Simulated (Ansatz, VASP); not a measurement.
# BN in VASP and in Ansatz

The input INCAR:

```
ALGO     = Normal         # electronic algorithm
EDIFF    = 1E-6           # SCF threshold, eV
ENCUT    = 520            # plane-wave cutoff, eV
GGA      = PE             # functional
ISIF     = 2              # what is computed and relaxed
ISMEAR   = 0              # smearing method
LASPH    = T              # aspherical terms in the spheres
LCHARG   = F              # write CHGCAR
LREAL    = F              # projectors in reciprocal space
LWAVE    = F              # write WAVECAR
NBANDS   = 26             # bands
NELM     = 80             # most SCF steps
PREC     = Accurate       # precision mode
SIGMA    = 0.05           # smearing width, eV
```

The input KPOINTS:

```
k-points
0
Gamma
  6 6 6
```

File POSCAR:

```
BN
1.0
    3.6260020000      0.0000000000      0.0000000000
    0.0000000000     -3.6260020000      0.0000000000
    0.0000000000      0.0000000000     -3.6260020000
B N
4 4
Direct
    0.0000000000      0.5000000000      0.5000000000
    0.5000000000      0.0000000000      0.5000000000
    0.5000000000      0.5000000000      0.0000000000
    0.0000000000      0.0000000000      0.0000000000
    0.7500000000      0.7500000000      0.7086321243
    0.2500000000      0.2500000000      0.7500000000
    0.2500000000      0.7500000000      0.2500000000
    0.7500000000      0.2500000000      0.2500000000
```

Input for Ansatz:

```yaml
crystal:
  lattice:
    - [3.626002, 0.0, 0.0]
    - [0.0, -3.626002, 0.0]
    - [0.0, 0.0, -3.626002]
  atoms:
    - { symbol: B, position: [0.0, 0.5, 0.5] }
    - { symbol: B, position: [0.5, 0.0, 0.5] }
    - { symbol: B, position: [0.5, 0.5, 0.0] }
    - { symbol: B, position: [0.0, 0.0, 0.0] }
    - { symbol: "N", position: [0.75, 0.75, 0.7086321243] }
    - { symbol: "N", position: [0.25, 0.25, 0.75] }
    - { symbol: "N", position: [0.25, 0.75, 0.25] }
    - { symbol: "N", position: [0.75, 0.25, 0.25] }
basis:
  ecutwfc: 420
kpoints:
  mp_grid: { grid: [6, 6, 6] }
hamiltonian:
  xc: pbe
scf:
  occupations: { method: gaussian, width: 0.05 }
output:
  forces: true
  stress: true
  eigenvalues: true
```

Alike in both runs: task single point; functional PBE; k mesh 6 × 6 × 6; occupations gaussian, width 0.05 eV; no spin polarisation.

|  | VASP | Ansatz |
| --- | --- | --- |
| version | VASP 6.6.1 | Ansatz 0.2.0 |
| potentials or method | VASP PAW PBE potentials, release 64 (B, N) | scalar-relativistic, plane waves, PAW |
| plane-wave cutoff (eV) | 520 | 420 |
| valence electrons in the cell | 32 | 32 |

```csv
,VASP,Ansatz,Ansatz less VASP
gap on the k mesh at the Fermi level (eV),4.04,4.05,+0.012
least direct gap on the mesh (eV),4.04,4.05,+0.012
pressure (GPa),1.8,1.6,-0.23
largest component of the traceless stress (GPa),1.30,1.29,-0.012
rms of the force components (eV/Å),1.168,1.163,-0.0050
```

Atom by atom the forces differ by 0.006 eV/Å (rms over components). The functional is the same, so the differences come from potentials, cutoffs and numerics.

Caveats: forces of over 1 eV/Å show positions far from the minimum, so gaps and moduli don't describe the material at rest. A k mesh can miss the band edges.
